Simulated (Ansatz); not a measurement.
# How the conductance of CoSi2/Si/NiSi2 changes with thickness, part 6 of 6

Wanted: T(E), the conductance and its decay constant for CoSi2/Si/NiSi2. The lower electrode is CoSi2 fluorite(111), the upper one NiSi2 fluorite(111); the barrier is Si diamond(111) (whole bilayers). In the first transport cell, after relaxation, the nearest pair of electrode and barrier is Si–Si at 2.38 Å, along the normal, at the lower face and Si–Si at 2.36 Å, along the normal, at the upper one. All share a net of side 3.79 Å, which strains the lower electrode by +0.0 %, the upper one by -1.3 % and the barrier by -2.0 %, against typed lattice constants near PBE's. The first steps treat the bulk electrodes alone.

Ansatz 0.2.0; PBE DFT, plane waves, PAW files (the session's first sound run).

So far, transmission at the Fermi level (a spin, zone mean): step 5 (transmission over a wide range of energy) 0.0645; step 6 (conductance on a fine mesh, atomic planes in the barrier 4, gap between the …) 0.132; step 7 (conductance on a fine mesh, 57 atoms) 0.0667. Also channels of the lower lead: step 5 1.27; step 7 1.29.

### Step 10. Conductance on a fine mesh, atomic planes in the barrier 14, gap between the electrodes 24.69 Å

Level of this step: PBE DFT, plane waves, PAW files; ballistic transmission by layer matching between semi-infinite leads (Ansatz).

System of this step: CoSi2/Si/NiSi2. The cell holds 65 atoms: 9 Co, 48 Si and 8 Ni. Cell: a = 3.790 Å, b = 3.790 Å, c = 89.779 Å, α = 90.0°, β = 90.0°, γ = 120.0°. Regions: left electrode, 26 atoms (9 Co and 17 Si); barrier, 14 atoms (14 Si); right electrode, 25 atoms (17 Si and 8 Ni). Vacuum lies along c.

Barrier layers are added or taken out in the middle, and the relaxed faces stay.

Input file input.yaml:

```yaml
crystal:
  lattice:
    - [3.79, 0.0, 0.0]
    - [-1.895, 3.2822362803, 0.0]
    - [0.0, 0.0, 89.7785932654]
  atoms:
    - { symbol: Co, position: [0.66666667, 0.33333333, 0.0779695888] }
    - { symbol: Si, position: [0.0, 0.0, 0.0865576325] }
    - { symbol: Si, position: [0.66666667, 0.33333333, 0.1038177959] }
    - { symbol: Co, position: [0.0, 0.0, 0.1124058396] }
    - { symbol: Si, position: [0.33333333, 0.66666667, 0.1209938833] }
    - { symbol: Si, position: [0.0, 0.0, 0.1382540468] }
    - { symbol: Co, position: [0.33333333, 0.66666667, 0.1468420905] }
    - { symbol: Si, position: [0.66666667, 0.33333333, 0.1554301342] }
    - { symbol: Si, position: [0.33333333, 0.66666667, 0.1726902976] }
    - { symbol: Co, position: [0.66666667, 0.33333333, 0.1812783413] }
    - { symbol: Si, position: [0.0, 0.0, 0.189866385] }
    - { symbol: Si, position: [0.66666667, 0.33333333, 0.2071265484] }
    - { symbol: Co, position: [0.0, 0.0, 0.2157145922] }
    - { symbol: Si, position: [0.33333333, 0.66666667, 0.2243026359] }
    - { symbol: Si, position: [0.0, 0.0, 0.2415627993] }
    - { symbol: Co, position: [0.33333333, 0.66666667, 0.250150843] }
    - { symbol: Si, position: [0.66666667, 0.33333333, 0.2587388867] }
    - { symbol: Si, position: [0.33333333, 0.66666667, 0.2759990501] }
    - { symbol: Co, position: [0.66666667, 0.33333333, 0.2845870938] }
    - { symbol: Si, position: [0.0, 0.0, 0.2931751375] }
    - { symbol: Si, position: [0.66666667, 0.33333333, 0.310435301] }
    - { symbol: Co, position: [0.0, 0.0, 0.3190233447] }
    - { symbol: Si, position: [0.33333333, 0.66666667, 0.3276113884] }
    - { symbol: Si, position: [0.0, 0.0, 0.3448715518] }
    - { symbol: Co, position: [0.33333333, 0.66666667, 0.3534595955] }
    - { symbol: Si, position: [0.66666667, 0.33333333, 0.3617938487] }
    - { symbol: Si, position: [0.66666667, 0.33333333, 0.3882708228] }
    - { symbol: Si, position: [0.0, 0.0, 0.3973196344] }
    - { symbol: Si, position: [0.0, 0.0, 0.4237405945] }
    - { symbol: Si, position: [0.33333333, 0.66666667, 0.4328578746] }
    - { symbol: Si, position: [0.33333333, 0.66666667, 0.459266807] }
    - { symbol: Si, position: [0.66666667, 0.33333333, 0.468384087] }
    - { symbol: Si, position: [0.66666667, 0.33333333, 0.4947930195] }
    - { symbol: Si, position: [0.0, 0.0, 0.5039102995] }
    - { symbol: Si, position: [0.0, 0.0, 0.5303192319] }
    - { symbol: Si, position: [0.33333333, 0.66666667, 0.539436512] }
    - { symbol: Si, position: [0.33333333, 0.66666667, 0.5658454444] }
    - { symbol: Si, position: [0.66666667, 0.33333333, 0.5749627244] }
    - { symbol: Si, position: [0.66666667, 0.33333333, 0.6013716568] }
    - { symbol: Si, position: [0.0, 0.0, 0.6105173783] }
    - { symbol: Si, position: [0.0, 0.0, 0.6367785881] }
    - { symbol: Ni, position: [0.33333333, 0.66666667, 0.6467893308] }
    - { symbol: Si, position: [0.66666667, 0.33333333, 0.6559688721] }
    - { symbol: Si, position: [0.33333333, 0.66666667, 0.6731623673] }
    - { symbol: Ni, position: [0.66666667, 0.33333333, 0.6823419085] }
    - { symbol: Si, position: [0.0, 0.0, 0.6915214498] }
    - { symbol: Si, position: [0.66666667, 0.33333333, 0.708714945] }
    - { symbol: Ni, position: [0.0, 0.0, 0.7178944862] }
    - { symbol: Si, position: [0.33333333, 0.66666667, 0.7270740275] }
    - { symbol: Si, position: [0.0, 0.0, 0.7442675227] }
    - { symbol: Ni, position: [0.33333333, 0.66666667, 0.7534470639] }
    - { symbol: Si, position: [0.66666667, 0.33333333, 0.7626266052] }
    - { symbol: Si, position: [0.33333333, 0.66666667, 0.7798201004] }
    - { symbol: Ni, position: [0.66666667, 0.33333333, 0.7889996416] }
    - { symbol: Si, position: [0.0, 0.0, 0.7981791829] }
    - { symbol: Si, position: [0.66666667, 0.33333333, 0.8153726781] }
    - { symbol: Ni, position: [0.0, 0.0, 0.8245522194] }
    - { symbol: Si, position: [0.33333333, 0.66666667, 0.8337317606] }
    - { symbol: Si, position: [0.0, 0.0, 0.8509252558] }
    - { symbol: Ni, position: [0.33333333, 0.66666667, 0.8601047971] }
    - { symbol: Si, position: [0.66666667, 0.33333333, 0.8692843383] }
    - { symbol: Si, position: [0.33333333, 0.66666667, 0.8864778335] }
    - { symbol: Ni, position: [0.66666667, 0.33333333, 0.8956573748] }
    - { symbol: Si, position: [0.0, 0.0, 0.904836916] }
    - { symbol: Si, position: [0.66666667, 0.33333333, 0.9220304112] }
kpoints:
  mp_grid: { grid: [8, 8, 1] }
scf:
  occupations: { method: fermi_dirac, width: 0.1 }
  max_iter: 150
hamiltonian:
  xc: pbe
output:
  transmission:
    kmesh: [24, 24]
    e_range: [-0.26, 0.27]
    de: 0.0375
    leads: [[11, 14], [51, 54]]
```

Run with:

```console
$ ansatz run input.yaml --threads 8 --pin off --max-ram 24576MiB --backend cpu --events-out ev --progress --plain --runs-dir out
```

Numbers of over 12 decimals in the logs are rounded to 6 here.

Output:

```text
[...]
Crystal: 65 atoms, lattice volume = 1116.817 Å³
Basis set: ecut = 420 eV, 21913 PW (Γ)
Bands: 310, of which v1, the nominal top of the filled ones, is band 245 counted from 1 (244 counted from 0)
Symmetry: 6 space group operations
[...]
k-points: 10 of 64 (time reversal used)
[...]
channels       : 1.286458e0 a spin
[...]
slowest decay  : 0.0256 /Å at (0.2917, 0.2500)
[...]
filled         : 21.3 meV under the level at which it is neutral
    channels       : 1.050347e0 a spin
[...]
slowest decay  : 0.0496 /Å at (0.3750, 0.2083)
  junction   : crystal 0 to crystal 1, 20.91 to 69.24 Å
    transmission   : 4.485485e-3 a spin
[...]
resistance     : 2.7817e-1 Ω µm² beyond half of each lead's own
[key lines of the parts left out:]
SCF converged after 13 iterations
Free energy (F): -123388.386973 eV
Fermi energy:    8.607624 eV
```

The job ended after 4.5 min (8 threads of Arm Neoverse V2, shared host; peak memory 12 GiB; 30 min of CPU time).

One spin. Table of transmission, zone mean by energy, zero at the Fermi level:

| energy (eV) | transmission, zone mean |
| --- | --- |
| -0.260 | 0.00386 |
| -0.223 | 0.00458 |
| -0.185 | 0.00493 |
| -0.147 | 0.00396 |
| -0.110 | 0.00398 |
| -0.072 | 0.00518 |
| -0.035 | 0.00611 |
| 0.003 | 0.00449 |
| 0.040 | 0.00978 |
| 0.077 | 0.00339 |
| 0.115 | 0.00285 |
| 0.152 | 0.00256 |
| 0.190 | 0.00226 |
| 0.228 | 0.00202 |
| 0.265 | 0.00188 |

G = 3.6e12 S/m² (1/G = 0.280 Ω µm²), 0.54 times the step before of this kind. The largest error estimate is 39 %, from the mesh across the current. In the worse lead the potential repeats within 5.5 meV, which the program lets pass, though it still puts 13 % of error on the junction's conductance through them.

### Step 11. Side by side

Times are for 8 threads of Arm Neoverse V2, shared host. The series side by side:

| no. | gap between the electrodes (Å) | junction conductance (S/m²) | resistance-area product beyond the leads (Ω um²) | time | memory (GiB) |
| --- | --- | --- | --- | --- | --- |
| 1 | 8.74 | 8.83e13 | 0.009956 | 3.1 min | 9.0 |
| 2 | 11.93 | 4.62e13 | 0.02027 | 3.8 min | 9.3 |
| 3 | 15.12 | 2.35e13 | 0.04125 | 4.2 min | 9.8 |
| 4 | 21.5 | 6.57e12 | 0.1509 | 4.2 min | 11 |
| 5 | 24.69 | 3.58e12 | 0.2782 | 4.5 min | 12 |

The runs together. The transmission, zone mean by energy, zero at the Fermi level:

| energy (eV) | 8.74 | 11.93 | 15.12 | 21.5 | 24.69 |
| --- | --- | --- | --- | --- | --- |
| -0.260 | 0.130 | 0.0615 | 0.0271 | 0.00686 | 0.00386 |
| -0.223 | 0.154 | 0.0859 | 0.0530 | 0.0105 | 0.00458 |
| -0.185 | 0.163 | 0.0888 | 0.0410 | 0.00927 | 0.00493 |
| -0.147 | 0.157 | 0.0881 | 0.0408 | 0.00845 | 0.00396 |
| -0.110 | 0.146 | 0.0843 | 0.0396 | 0.00831 | 0.00398 |
| -0.072 | 0.141 | 0.0781 | 0.0428 | 0.0104 | 0.00518 |
| -0.035 | 0.146 | 0.0782 | 0.0413 | 0.0117 | 0.00611 |
| 0.003 | 0.132 | 0.0667 | 0.0347 | 0.00904 | 0.00449 |
| 0.040 | 0.138 | 0.0673 | 0.0320 | 0.0112 | 0.00978 |
| 0.077 | 0.159 | 0.0813 | 0.0362 | 0.00737 | 0.00339 |
| 0.115 | 0.160 | 0.0826 | 0.0362 | 0.00657 | 0.00285 |
| 0.152 | 0.160 | 0.0784 | 0.0343 | 0.00606 | 0.00256 |
| 0.190 | 0.153 | 0.0721 | 0.0313 | 0.00543 | 0.00226 |
| 0.228 | 0.148 | 0.0677 | 0.0290 | 0.00490 | 0.00202 |
| 0.265 | 0.157 | 0.0712 | 0.0297 | 0.00464 | 0.00188 |

### Step 12. Fit against thickness

This step: Fit of the logarithm of the conductance against the barrier's thickness, from PBE DFT, plane waves, PAW files (Ansatz 0.2.0).

No new run: the logarithm is fitted against the thickness.

This step gave:

- decay constant of the conductance: 0.2 Å⁻¹
- r.m.s. misfit of ln G: 0.02

From the end points alone, β = ln(8.83e+13 / 3.58e+12) / 15.95 Å = 3.21 / 15.95 Å = 0.20 Å⁻¹.

### Step 13. Summary of results

- 1/G at 8.74 Å gap: 0.0113 Ω um²
- 1/G at 24.7 Å gap: 0.280 Ω um²
- decay constant β: 0.2 Å⁻¹

In words: A fit of ln G against d gives β = 0.2 Å⁻¹, and step by step the slopes are 0.20, 0.21, 0.20 and 0.19 Å⁻¹. They agree within a fifth, so G falls as one exponential, by a factor of ten every 12 Å. At the Fermi level the layers of the barrier in the wide-window run (6 planes) hold from 0.056 to 0.13 states an eV and atom: none is empty there, through tails of the electrodes' states or through bands of its own. A semilocal functional narrows gaps, which tends to make the decay too slow. The program's largest error estimate on these conductances is 39 %, from the mesh across the current, in the run that gave 3.6e12 S/m². No spin-orbit coupling, phonons, disorder or image charges enter; the interfaces are ordered, one cell wide and lattice-matched by strain. Semilocal gaps are too small, which can bring a band edge of the barrier nearer to the Fermi level than it is.

[Logs are printed without paths, hosts, clocks, repeated set-up lines and the standing remarks that a program may print on its own settings, such as how far it seeks lower states.]

[Hosts, paths, dates, database ids (printed as entryN), source tags and the programs' standing remarks are cut or masked in the printed files.]
